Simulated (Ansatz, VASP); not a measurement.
## Si2Ni: VASP beside Ansatz

```
CELL_PARAMETERS angstrom
0.00000 2.68486 2.68486
2.68486 0.00000 2.68486
2.68486 2.68486 0.00000
ATOMIC_POSITIONS crystal
Ni 0.00000 0.00000 0.00000
Si 0.75000 0.75000 0.75000
Si 0.25000 0.25000 0.25000
```

Change from the starting cell: volume scaled by 0.98.

Alike in both runs: task single point; functional LDA; k mesh 9 × 9 × 9; occupations fermi-dirac, width 0.05 eV; collinear spin.

|  | VASP | Ansatz |
| --- | --- | --- |
| version | VASP 6.6.1 | Ansatz 0.2.0 |
| potentials or method | VASP PAW LDA potentials, release 64 (Ni, Si), cutoff 520 eV | all-electron LAPW, scalar-relativistic |

VASP gave:

| Property | Result |
| --- | --- |
| gap on the k mesh at the Fermi level (eV) | none |
| pressure (GPa) | -1.1 |
| net moment per atom (μB) | 0.00 |

Task: Estimate Ansatz's values.

Result: gap on the k mesh at the Fermi level (eV): none; pressure (GPa): -1.3; net moment per atom (μB): 0.00.

A gap of «none» marks a metal or a gap that the smearing closes. Ansatz ran all-electron here, so the differences hold the error of VASP's frozen core and of both bases.

Caveats: the starting moments weren't kept (Ansatz).
